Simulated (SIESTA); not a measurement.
HfO2:

```
CELL_PARAMETERS angstrom
3.61685 0.00000 0.00000
1.80843 3.13229 0.00000
1.80843 1.04410 2.95315
ATOMIC_POSITIONS crystal
Hf 0.00000 0.00000 0.00000
O 0.75000 0.75000 0.75000
O 0.25000 0.25000 0.25000
```

Measurements of this composition are mostly on another form, of space group No. 14.

Base run:

| Item | Value |
| --- | --- |
| Program | SIESTA 5.4.2 |
| Functional | vdW-DF |
| Potentials or basis | PseudoDojo 0.4 standard (PBE files) |
| Basis | DZP (energy shift 0.003 Ry; two zetas on semicore shells) |
| Grid cutoff | 800 Ry |
| Energy shift | 0.003 Ry |
| k mesh | 9 × 9 × 9 |
| Occupations | fermi-dirac, width 0.05 eV |
| Spin | no spin polarisation |

Its results: band gap on the k mesh 3.78 eV, indirect (least direct gap 3.94 eV); pressure 5.7 GPa.

Question: After a change of settings the same cell gave: band gap on the k mesh 3.70 eV, indirect (least direct gap 3.83 eV); pressure 0.2 GPa. Which change was it?
A. functional from vdW-DF to optB88-vdW
B. functional from vdW-DF to PBE
C. functional from vdW-DF to VV10
D. functional from vdW-DF to vdW-DF-cx

Answer: B.

Caveats: short orbitals over semicore shells can move pressures by several GPa; spin-orbit coupling is left out, which moves the levels of the heavy elements; an odd mesh through Γ misses points on the zone boundary, where band edges often lie; the basis of atomic orbitals isn't converged, which shifts pressures, moduli and gaps; the potentials were made for another functional, which shifts forces and pressure (some runs).
